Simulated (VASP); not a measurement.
A run of VASP 6.6.1 is set up as follows.

INCAR

```
ALGO = Normal
EDIFF = 1E-6
EDIFFG = -0.01
ENCUT = 600
GGA = PS
IBRION = 2
ISIF = 3
ISMEAR = 0
LASPH = T
LCHARG = F
LREAL = F
LWAVE = F
NELM = 80
NSW = 90
PREC = Accurate
SIGMA = 0.03
```

File KPOINTS:

```
k-points
0
Gamma
  8 8 8
```

Contents of POSCAR:

```
InP
1.0
    0.0000000000      2.9305000000      2.9305000000
    2.9305000000      0.0000000000      2.9305000000
    2.9305000000      2.9305000000      0.0000000000
In P
1 1
Direct
    0.0000000000      0.0000000000      0.0000000000
    0.2500000000      0.2500000000      0.2500000000
```

Potentials or basis: VASP PAW PBE potentials, release 64 (In_d, P).

The run is started by

```bash
$ cat potpaw_PBE.64/In_d/POTCAR potpaw_PBE.64/P/POTCAR > POTCAR
$ mpirun -np 1 vasp_std > vasp.out
```

(1) Estimate the band gap on the k mesh.

(2) Estimate the relaxed volume.

Answers

(1) 0.57 eV, direct.

(2) 25.39 Å³/atom.

Caveat: the PAW data sets were made with another functional, which shifts forces and pressure a little; spin-orbit coupling is left out, which moves the levels of the heavy elements.
